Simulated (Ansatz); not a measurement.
# Ti: stress in a strained cell

Aim: deform Ti (zz strain of -3 %) and compute stress, forces and field gradients with LAPW, PAW and all-electron datasets made for the crystal.

Program: Ansatz 0.2.0. Level of theory: DFT PBE, scalar-relativistic. These are calculated values, not measurements.

### Step 1. Starting point

Symmetry: P6_3/mmc, No. 194, hexagonal system. Conventional cell: a = 2.950 Å, b = 2.950 Å, c = 4.686 Å, α = 90.00°, β = 90.00°, γ = 120.00°. Ti (site symmetry -6m2) is surrounded by 12 Ti at 2.90 to 2.95 Å.

As a file:

```xyz
2
Lattice="2.9500 0.0000 0.0000 -1.4750 2.5548 0.0000 0.0000 0.0000 4.6860" Properties=species:S:1:pos:R:3 pbc="T T T"
Ti    0.0000    1.7032    1.1715
Ti    1.4750    0.8516    3.5145
```

Atoms are numbered in the order of the input: Ti1, Ti2.

### Step 2. The deformed structure

Space group P6_3/mmc before, P6_3/mmc after.

### Step 3. Full-potential LAPW

The input, input.yaml:

```yaml
crystal:
  lattice:
    - [2.9499978604, 0.0, 0.0]
    - [-1.4749989302, 2.5547730882, 0.0]
    - [0.0, 0.0, 4.54542]
  atoms:
    - { symbol: Ti, position: [0.3333333333, 0.6666666667, 0.25] }
    - { symbol: Ti, position: [0.6666666667, 0.3333333333, 0.75] }
kpoints:
  mp_grid: { grid: [13, 13, 7] }
  band_path:
    path:
      - [0.0, 0.0, 0.0]
      - [0.5, 0.0, 0.0]
      - [0.3333333333, 0.3333333333, 0.0]
      - [0.0, 0.0, 0.0]
      - [0.0, 0.0, 0.5]
      - [0.5, 0.0, 0.5]
      - [0.3333333333, 0.3333333333, 0.5]
      - [0.0, 0.0, 0.5]
      - [0.5, 0.0, 0.5]
    npoints: 5
scf:
  occupations: { method: fermi_dirac, width: 0.08 }
hamiltonian:
  xc: pbe
  pseudopotentials: { kind: all_electron, lapw: { basis_error: 0.0005 } }
output:
  forces: true
  stress: true
  eigenvalues: true
```

The run is started by

```console
$ ansatz run input.yaml --threads 1 --pin off --max-ram 3072MiB --backend cpu --events-out ev --progress --plain --runs-dir out
```

### Step 4. PAW on the default files

The input, input.yaml:

```yaml
crystal:
  lattice:
    - [2.9499978604, 0.0, 0.0]
    - [-1.4749989302, 2.5547730882, 0.0]
    - [0.0, 0.0, 4.54542]
  atoms:
    - { symbol: Ti, position: [0.3333333333, 0.6666666667, 0.25] }
    - { symbol: Ti, position: [0.6666666667, 0.3333333333, 0.75] }
kpoints:
  mp_grid: { grid: [13, 13, 7] }
scf:
  occupations: { method: fermi_dirac, width: 0.08 }
hamiltonian:
  xc: pbe
  pseudopotentials: { kind: paw }
output:
  forces: true
  stress: true
  eigenvalues: true
  efg: { contact_densities: true }
```

### Step 5. All-electron PAW on datasets made for the crystal

input.yaml, as its differences from that of step 4:

```diff
@@ -14,3 +14,3 @@
   xc: pbe
-  pseudopotentials: { kind: paw }
+  pseudopotentials: { kind: all_electron, datasets: crystal }
 output:
```

(Steps that only read results are left out.)

Before running it: what results should come out? Wanted: pressure; largest shear or deviatoric stress.

**Answer**, as computed:

```
                                 quantity                                           value
                                 pressure  LAPW 1.91, PAW 1.92, crystal datasets 1.91 GPa
largest shear or deviatoric stress (LAPW)                                        2.10 GPa
```

What this shows: The largest part of the stress beyond the pressure is 2.10 GPa in size, in the zz component; the atoms are carried along and not relaxed. No run of the undeformed cell stands beside it, so the pressure holds what the given cell had before the change. PAW: stress within 0.01 GPa of LAPW. Crystal datasets: stress within 0.01 GPa of LAPW.
